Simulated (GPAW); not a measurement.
## MoS2: single point with LDA+U

MoS2:

```
Mo S
1.0
     1.58000    0.91221    6.15000
    -1.58000    0.91221    6.15000
     0.00000   -1.82443    6.15000
Mo S
1 2
Direct
  0.00000 0.00000 0.00000
  0.41700 0.41700 0.41700
  0.25000 0.25000 0.25000
```

Measurements of this composition are mostly on another form, of space group No. 194.

```
Program             : GPAW 26.7.0
Task                : single point
Functional          : LDA
Potentials or basis : PAW data sets generated in the run's folder for this functional
Cutoff              : 500 eV
Basis               : pw
k mesh              : 8 × 8 × 8
Occupations         : fermi-dirac, width 0.05 eV
Spin                : no spin polarisation
Hubbard terms       : Mo d U = 3 eV
```

```yaml
Pressure: -2.7 GPa
Largest_force: 0.080 eV/Å
Band_gap_on_the_k_mesh: 1.01 eV, indirect (least direct gap 1.90 eV)
```

Forces on the atoms (eV/Å):
```
Mo   0.000  0.000  0.080
S    0.000  0.000 -0.019
S    0.000  0.000 -0.061
```

Stress tensor (GPa, compression positive):
```
-3.45  0.00  0.00
 0.00 -3.45  0.00
 0.00  0.00 -1.10
```

Levels at points of the mesh, in eV from the valence-band top:
| k point | band 10 | band 11 | band 12 | band 13 | band 14 | band 15 | band 16 | band 17 |
| --- | --- | --- | --- | --- | --- | --- | --- | --- |
| (0.00, 0.00, 0.00) | -2.19 | -2.19 | -1.25 | -1.13 | 2.13 | 2.13 | 2.53 | 2.53 |
| (0.50, 0.00, 0.00) | -3.91 | -2.22 | -1.57 | -1.47 | 1.61 | 1.94 | 3.52 | 3.61 |
| (0.50, 0.50, 0.00) | -3.84 | -2.81 | -1.75 | -1.29 | 1.56 | 2.07 | 3.04 | 4.04 |
| (0.50, 0.50, 0.50) | -3.40 | -2.16 | -2.16 | 0.00 | 2.23 | 2.23 | 2.39 | 2.39 |

It took 110 s on 1 thread of Intel(R) Xeon(R) Platinum 8488C (Sapphire Rapids) (shared host), peak memory 0.25 GiB.

Caveat: the cutoff is short for stress and forces, so pressures can be off by a GPa or more; the program warned that so skewed a cell can give wrong results. A k mesh can miss the band edges.
